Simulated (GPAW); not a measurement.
# Nb (Fm-3m) in GPAW: convergence with smearing width (eV), part 2 of 2

GPAW 26.7.0. The steps go on from the part before.

## Step 7: With smearing width (eV) 0.02

run.py

```python
import json
import numpy as np
import spglib
from ase import Atoms
from ase.calculators.mixing import SumCalculator
from ase.constraints import FixSymmetry
from ase.filters import FrechetCellFilter
from ase.io import read, write
from ase.optimize import BFGS
from ase.stress import full_3x3_to_voigt_6_stress, voigt_6_to_full_3x3_strain, voigt_6_to_full_3x3_stress
from ase.units import GPa
from dftd4.ase import DFTD4
from gpaw import GPAW, PW

atoms = read('Nb.cif')
cell, positions, numbers = spglib.find_primitive(
    (atoms.cell[:], atoms.get_scaled_positions(), atoms.numbers), symprec=1e-4)
atoms = Atoms(numbers, cell=cell, scaled_positions=positions, pbc=True)

calc = GPAW(mode=PW(450),
            xc='MGGA_X_R2SCAN+MGGA_C_R2SCAN',
            kpts={'size': (8, 8, 8), 'gamma': True},
            occupations={'name': 'fermi-dirac', 'width': 0.02},
            setups={'Nb': '5'},
            nbands=-9,
            convergence={'density': 1e-06, 'eigenstates': 1e-09},
            maxiter=150,
            symmetry={'tolerance': 0.001},
            txt='gpaw.txt')
atoms.calc = SumCalculator([calc, DFTD4(method='r2scan')])
atoms.set_constraint(FixSymmetry(atoms))
BFGS(FrechetCellFilter(atoms), trajectory='relax.traj', logfile='-').run(fmax=0.005, steps=40)
atoms.set_constraint()
energy = atoms.get_potential_energy()
forces = atoms.get_forces()
stress = atoms.get_stress()
calc.write('gs.gpw')
write('result.traj', atoms)
print('Cell:', atoms.cell.cellpar().round(4))
print(atoms.get_scaled_positions().round(5))

gpts = tuple(int(n) for n in calc.get_number_of_grid_points())
cell = atoms.cell[:].T
dataset = spglib.get_symmetry((atoms.cell[:], atoms.get_scaled_positions(), atoms.numbers), symprec=1e-4)
rotations = [cell @ w @ np.linalg.inv(cell) for w in dataset['rotations']]
strains, clamped, relaxed = [], [], []
for v in [0, 3]:
    for e in (-0.005, 0.005):
        voigt = np.zeros(6)
        voigt[v] = e
        F = voigt_6_to_full_3x3_strain(voigt)
        a = atoms.copy()
        a.set_cell(atoms.cell[:] @ F, scale_atoms=True)
        c = GPAW(mode=PW(450),
                 xc='MGGA_X_R2SCAN+MGGA_C_R2SCAN',
                 kpts={'size': (8, 8, 8), 'gamma': True},
                 occupations={'name': 'fermi-dirac', 'width': 0.02},
                 setups={'Nb': '5'},
                 nbands=-9,
                 convergence={'density': 1e-06, 'eigenstates': 1e-09},
                 maxiter=150,
                 symmetry={'tolerance': 0.001},
                 gpts=gpts,
                 txt=f'strain-{v}{e:+.3f}.txt')
        a.calc = SumCalculator([c, DFTD4(method='r2scan')])
        s0 = s1 = a.get_stress() - stress
        print(v, e, 'clamped', (s0 / GPa).round(3), 'relaxed', (s1 / GPa).round(3), flush=True)
        for R in rotations:  # images under the point group
            eps = R @ (F - np.eye(3)) @ R.T
            strains.append(full_3x3_to_voigt_6_stress(eps) * [1, 1, 1, 2, 2, 2])
            for s, rows in ((s0, clamped), (s1, relaxed)):
                rows.append(full_3x3_to_voigt_6_stress(R @ voigt_6_to_full_3x3_stress(s) @ R.T))

C0, C = (np.linalg.lstsq(np.array(strains), np.array(s), rcond=None)[0].T / GPa for s in (clamped, relaxed))
print('Clamped-ion Cij (GPa):')
print(C0.round(1))
print('Relaxed-ion Cij (GPa):')
print(C.round(1))
json.dump({'clamped': C0.tolist(), 'relaxed': C.tolist()}, open('elastic.json', 'w'))
```

Nb.cif is that of step 6.

Potentials or basis: GPAW PAW data sets (gpaw-data 1.2.1), other valence, pw.

Launch:

```console
$ OMP_NUM_THREADS=1 python run.py
```

gpaw.txt:

```text
__  _  _
 | _ |_)|_||  |
 |__||  | ||/\| - 26.7.0

Input parameters:
  mode=PW(ecut=450.00000000000006),
  convergence={'density': 1e-06, 'eigenstates': 1e-09},
  kpts=MonkhorstPack(size=(8, 8, 8), gamma=True),
  maxiter=150,
  nbands=-9,
  occupations=Occupations(name='fermi-dirac', width=0.02),
  setups={'Nb': '5'},
  symmetry=Symmetry(tolerance=0.001),
  xc=XC(name='MGGA_X_R2SCAN+MGGA_C_R2SCAN')

Diagonalizing LCAO Hamiltonian
Converting LCAO to pw mode

       Nb

Atoms  # Å, Bohr magnetons
|   | symbol |        x |        y |        z |    initial magnetic moments |
|---|--------|----------|----------|----------|-----------------------------|
| 0 |     Nb | 0.000000 | 0.000000 | 0.000000 | ( 0.0000,  0.0000,  0.0000) |

Unit cell  # Å
| periodic |        x |        y |        z |  lengths |    angles |
|----------|----------|----------|----------|----------|-----------|
|      yes | 0.000000 | 2.115000 | 2.115000 | 2.991062 | 60.000000 |
|      yes | 2.115000 | 0.000000 | 2.115000 | 2.991062 | 60.000000 |
|      yes | 2.115000 | 2.115000 | 0.000000 | 2.991062 | 60.000000 |

Number of symmetries: 48
Symmetry operations  # r_c * U_cc + t_c -> r_c
|    | kind |            matrix            |
|----|------|------------------------------|
|  0 |  σ   |  1, 0, 0,  1, 0,-1,  1,-1, 0 |
|  1 |  C2  |  1, 0, 0,  1,-1, 0,  1, 0,-1 |
|  2 |  E   |  1, 0, 0,  0, 1, 0,  0, 0, 1 |
|  3 |  σ   |  1, 0, 0,  0, 0, 1,  0, 1, 0 |
|  4 |  C4  |  1, 0,-1,  1, 0, 0,  1,-1, 0 |
|  5 |  S6  |  1, 0,-1,  1,-1, 0,  1, 0, 0 |
|  6 |  σ   |  1, 0,-1,  0, 1,-1,  0, 0,-1 |
|  7 |  C3  |  1, 0,-1,  0, 0,-1,  0, 1,-1 |
|  8 |  S6  |  1,-1, 0,  1, 0, 0,  1, 0,-1 |
|  9 |  C4  |  1,-1, 0,  1, 0,-1,  1, 0, 0 |
| 10 |  C3  |  1,-1, 0,  0,-1, 1,  0,-1, 0 |
| 11 |  σ   |  1,-1, 0,  0,-1, 0,  0,-1, 1 |
| 12 |  σ   |  0, 1, 0,  1, 0, 0,  0, 0, 1 |
| 13 |  C4  |  0, 1, 0,  0, 1,-1, -1, 1, 0 |
[... 142 lines left out ...]
SCF iterations
|iter     | |      energy | eigst |  dens |
|---------|-|-------------|-------|-------|
|iter:   1| |  -21.118913 | +0.07 |       |
|iter:   2| |  -21.530531 | -0.93 | -0.61 |
|iter:   3| |  -21.199082 | -1.04 | -0.65 |
|iter:   4| |  -21.142369 | -1.59 | -1.09 |
|iter:   5| |  -21.141022 | -2.32 | -1.83 |
|iter:   6| |  -21.143532 | -2.51 | -2.17 |
|iter:   7| |  -21.143982 | -3.27 | -2.70 |
|iter:   8| |  -21.144052c| -3.95 | -3.21 |
|iter:   9| |  -21.144068c| -4.70 | -3.48 |
|iter:  10| |  -21.144067c| -5.23 | -3.45 |
|iter:  11| |  -21.144066c| -5.94 | -3.60 |
|iter:  12| |  -21.144066c| -6.77 | -4.24 |
|iter:  13| |  -21.144066c| -7.34 | -4.64 |
|iter:  14| |  -21.144066c| -7.98 | -5.38 |
|iter:  15| |  -21.144066c| -8.51 | -5.77 |
|iter:  16| |  -21.144066c| -8.97 | -6.59c|
|iter:  17| |  -21.144066c| -9.59c| -7.33c|

Converged in 17 steps
Energy contributions relative to reference atoms: (reference = -103906.147783)

Energy contributions:
  Kinetic:         -10.478207
  Coulomb:           4.971271
  Zero:              0.245485
  External:          0.000000
  Xc:              -15.882026
  Entropy:          -0.001177
  Spinorbit:         0.000000
  ----------------------------
  Free energy:     -21.144654
  Extrapolated:    -21.144066
[... 22 lines left out ...]
Stress tensor  # eV/Ang^3
|         x |         y |         z |
|-----------|-----------|-----------|
|  0.020501 | -0.000000 |  0.000000 |
| -0.000000 |  0.020501 | -0.000000 |
|  0.000000 | -0.000000 |  0.020501 |

Forces  # eV/Ang
|       x |        y |        z |
|---------|----------|----------|
| 0.00000 | -0.00000 | -0.00000 |  # Nb   0

Interpolating wave functions to new cell

       Nb

Atoms  # Å, Bohr magnetons
|   | symbol |        x |        y |        z |    initial magnetic moments |
|---|--------|----------|----------|----------|-----------------------------|
| 0 |     Nb | 0.000000 | 0.000000 | 0.000000 | ( 0.0000,  0.0000,  0.0000) |

Unit cell  # Å
| periodic |        x |        y |         z |  lengths |    angles |
|----------|----------|----------|-----------|----------|-----------|
|      yes | 0.000000 | 2.100458 |  2.100458 | 2.970496 | 60.000000 |
|      yes | 2.100458 | 0.000000 |  2.100458 | 2.970496 | 60.000000 |
|      yes | 2.100458 | 2.100458 | -0.000000 | 2.970496 | 60.000000 |

Number of symmetries: 48
Symmetry operations  # r_c * U_cc + t_c -> r_c
|    | kind |            matrix            |
|----|------|------------------------------|
|  0 |  σ   |  1, 0, 0,  1, 0,-1,  1,-1, 0 |
|  1 |  C2  |  1, 0, 0,  1,-1, 0,  1, 0,-1 |
|  2 |  E   |  1, 0, 0,  0, 1, 0,  0, 0, 1 |
|  3 |  σ   |  1, 0, 0,  0, 0, 1,  0, 1, 0 |
|  4 |  C4  |  1, 0,-1,  1, 0, 0,  1,-1, 0 |
|  5 |  S6  |  1, 0,-1,  1,-1, 0,  1, 0, 0 |
|  6 |  σ   |  1, 0,-1,  0, 1,-1,  0, 0,-1 |
|  7 |  C3  |  1, 0,-1,  0, 0,-1,  0, 1,-1 |
|  8 |  S6  |  1,-1, 0,  1, 0, 0,  1, 0,-1 |
|  9 |  C4  |  1,-1, 0,  1, 0,-1,  1, 0, 0 |
| 10 |  C3  |  1,-1, 0,  0,-1, 1,  0,-1, 0 |
| 11 |  σ   |  1,-1, 0,  0,-1, 0,  0,-1, 1 |
| 12 |  σ   |  0, 1, 0,  1, 0, 0,  0, 0, 1 |
| 13 |  C4  |  0, 1, 0,  0, 1,-1, -1, 1, 0 |
[... 200 lines left out ...]
Stress tensor  # eV/Ang^3
|         x |         y |         z |
|-----------|-----------|-----------|
| -0.001399 |  0.000000 |  0.000000 |
|  0.000000 | -0.001399 |  0.000000 |
|  0.000000 |  0.000000 | -0.001399 |

Forces  # eV/Ang
|        x |       y |       z |
|----------|---------|---------|
| -0.00000 | 0.00000 | 0.00000 |  # Nb   0

Interpolating wave functions to new cell

       Nb

Atoms  # Å, Bohr magnetons
|   | symbol |        x |        y |        z |    initial magnetic moments |
|---|--------|----------|----------|----------|-----------------------------|
| 0 |     Nb | 0.000000 | 0.000000 | 0.000000 | ( 0.0000,  0.0000,  0.0000) |

Unit cell  # Å
| periodic |        x |        y |         z |  lengths |    angles |
|----------|----------|----------|-----------|----------|-----------|
|      yes | 0.000000 | 2.097977 |  2.097977 | 2.966987 | 60.000000 |
|      yes | 2.097977 | 0.000000 |  2.097977 | 2.966987 | 60.000000 |
|      yes | 2.097977 | 2.097977 | -0.000000 | 2.966987 | 60.000000 |

Number of symmetries: 48
Symmetry operations  # r_c * U_cc + t_c -> r_c
|    | kind |            matrix            |
|----|------|------------------------------|
|  0 |  σ   |  1, 0, 0,  1, 0,-1,  1,-1, 0 |
|  1 |  C2  |  1, 0, 0,  1,-1, 0,  1, 0,-1 |
|  2 |  E   |  1, 0, 0,  0, 1, 0,  0, 0, 1 |
|  3 |  σ   |  1, 0, 0,  0, 0, 1,  0, 1, 0 |
|  4 |  C4  |  1, 0,-1,  1, 0, 0,  1,-1, 0 |
|  5 |  S6  |  1, 0,-1,  1,-1, 0,  1, 0, 0 |
|  6 |  σ   |  1, 0,-1,  0, 1,-1,  0, 0,-1 |
|  7 |  C3  |  1, 0,-1,  0, 0,-1,  0, 1,-1 |
|  8 |  S6  |  1,-1, 0,  1, 0, 0,  1, 0,-1 |
|  9 |  C4  |  1,-1, 0,  1, 0,-1,  1, 0, 0 |
| 10 |  C3  |  1,-1, 0,  0,-1, 1,  0,-1, 0 |
| 11 |  σ   |  1,-1, 0,  0,-1, 0,  0,-1, 1 |
| 12 |  σ   |  0, 1, 0,  1, 0, 0,  0, 0, 1 |
| 13 |  C4  |  0, 1, 0,  0, 1,-1, -1, 1, 0 |
[... 198 lines left out ...]
Stress tensor  # eV/Ang^3
|         x |         y |         z |
|-----------|-----------|-----------|
| -0.005384 | -0.000000 |  0.000000 |
| -0.000000 | -0.005384 | -0.000000 |
|  0.000000 | -0.000000 | -0.005384 |

Forces  # eV/Ang
|       x |       y |       z |
|---------|---------|---------|
| 0.00000 | 0.00000 | 0.00000 |  # Nb   0

# Writing to gs.gpw (mode='')
```

Wall time 2.3 min (1 thread of Arm Neoverse V2, shared host); peak memory 0.63 GiB.

What came out:

- Free energy: -21.2540 eV
- Relaxed volume: 18.47 Å³/atom
- Relaxed cell: a = 2.967 Å, b = 2.967 Å, c = 2.967 Å, α = 60.00°, β = 60.00°, γ = 60.00°
- Space group after relaxing (to 0.05 Å): Fm-3m (No. 225)
- Pressure after relaxing: 0.0 GPa
- Band gap on the k mesh: none (metal or under the smearing width)
- Elastic constants C11, C12, C44: 95, 220, -41 GPa
- Voigt bulk modulus: 178 GPa
- Dispersion energy per atom: -0.106 eV

## Step 8: Result

```
smearing width (eV)  energy less the tightest run, at zero smearing (meV/atom)  SCF cycles  CPU time (s)  peak memory (GiB)
                0.4                                                     -21.35          16           150               0.63
               0.25                                                      -4.30          16           140               0.63
               0.15                                                       1.93          15           140               0.63
                0.1                                                       2.41          16           140               0.63
               0.05                                                       0.91          16           140               0.63
               0.02                                                       0.00          17           140               0.63
```

Against the tightest run, the energy stays within 1 meV/atom from 0.05 on. Narrower smearing needs a denser k mesh, so at a fixed mesh the narrowest width isn't the most accurate. The tightest run that finished is the yardstick and may itself not be fully converged.

Caveats: the cutoff is short for stress and forces, so pressures can be off by a GPa or more; the density grid can change from cell to cell, which puts small steps into energies and stress; the elastic tensor has a negative eigenvalue, so either the cell is unstable as it stands or the mesh is too thin; the PAW data sets were made with another functional, which shifts forces and pressure a little; pairwise dispersion overbinds metals, which lowers pressure and volume.
